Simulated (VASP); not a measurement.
Wanted: the native input for a VASP 6.6.1 run.

| Item | Value |
| --- | --- |
| Task | single point |
| Functional | PBE |
| Potentials or basis | VASP PAW PBE potentials, release 64 (Ag, O) |
| Cutoff | 520 eV |
| k mesh | 6 × 6 × 6 |
| Occupations | gaussian, width 0.1 eV |
| Spin | no spin polarisation |
| Dipole correction | no |
| Further INCAR settings | ALGO = Normal; EDIFF = 1e-06; NBANDS = 22 |

The structure of AgO3 lies in POSCAR:

```
AgO3
1.0
    3.6274828600      0.0000000000      0.0000000000
    0.0000000000      3.6274828600      0.0000000000
    0.0000000000      0.0000000000      3.6274828600
Ag O
1 3
Direct
    0.0000000000      0.0000000000      0.0000000000
    0.0000000000      0.5000000000      0.5000000000
    0.5000000000      0.0000000000      0.5000000000
    0.5000000000      0.5000000000      0.0000000000
```

The cell was built by a generator and needn't be a form met in nature.

The cell isn't the ideal one: species swapped into the NbIr3 type (Pm-3m, No. 221).

One way to write it, as run:

INCAR

```
ALGO = Normal ; EDIFF = 1E-6
ENCUT = 520 ; GGA = PE
ISIF = 2 ; ISMEAR = 0
LASPH = T ; LCHARG = T
LELF = T ; LREAL = F
LVHAR = T ; LWAVE = F
NBANDS = 22 ; NELM = 100
PREC = Accurate ; SIGMA = 0.1
```

KPOINTS

```
k-points
0
Gamma
  6 6 6
```

Potentials or basis: VASP PAW PBE potentials, release 64 (Ag, O).

The run is started by

```bash
$ cat potpaw_PBE.64/Ag/POTCAR potpaw_PBE.64/O/POTCAR > POTCAR
$ mpirun -np 1 vasp_std > vasp.out
```

It gave:

```json
{
 "Pressure": "-13.7 GPa",
 "Band gap on the k mesh": "none (metal or under the smearing width)"
}
```

Caveat: an odd number of electrons without spin polarisation forces a metal; a magnetic or distorted state may lie lower.

Run time: 45 s on 1 thread of AMD EPYC 7R43 64-Core Processor (Zen 3), with other jobs on the host, peak memory 0.12 GiB.
